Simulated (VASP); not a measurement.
Runs of VASP 6.6.1 on InSe. The structure is hexagonal, space group P6_3/mmc (No. 194). The conventional cell has a = 4.033 Å, b = 4.033 Å, c = 16.758 Å, α = 90.00°, β = 90.00°, γ = 120.00°. In (site symmetry 3m) is surrounded by 3 Se at 2.66 Å and 1 In at 2.79 Å. Se (site symmetry 3m) is surrounded by 3 In at 2.66 Å. 

| task | level | spin | cell | k mesh | cutoff (eV) | gap on the mesh (eV) | pressure (GPa) | largest force (eV/Å) |
| --- | --- | --- | --- | --- | --- | --- | --- | --- |
| band structure | PBE | SOC, no magnetisation | P6_3/mmc, 29.5 Å³/atom | 6 × 6 × 2 | 520 | - | 1.7 | 0.02 |
| band structure | r2SCAN | off | P6_3/mmc, 29.5 Å³/atom | 9 × 9 × 2 | 520 | (a) | 0.1 | 0.26 |
| relaxation of cell and atoms | PBE+D3(BJ) | off | relaxed | 9 × 9 × 2 | 600 | 0.35 | 0.0 | - |
| band structure | PBE | off | P6_3/mmc, 29.5 Å³/atom | 9 × 9 × 2 | 520 | 0.35 | 1.7 | 0.02 |
| band structure | TB-mBJ | off | P6_3/mmc, 29.5 Å³/atom | 9 × 9 × 2 | 520 | 1.16 | - | - |

Alike in all rows: potentials or basis VASP PAW PBE potentials, release 64 (In_d, Se); smearing gaussian 0.03 eV.

**Question.** Fill in the values left out.

**Answer.** (a) 0.78.

Caveats: spin-orbit coupling is left out, which moves the levels of the heavy elements (some runs); this functional lacks dispersion, which binds the layers, so the pressure and a relaxed spacing across them are unreliable (some runs); the PAW data sets were made with another functional, which shifts forces and pressure a little (some runs).

A k mesh can miss the band edges, and rows without SOC leave out spin-orbit coupling on In, Se.
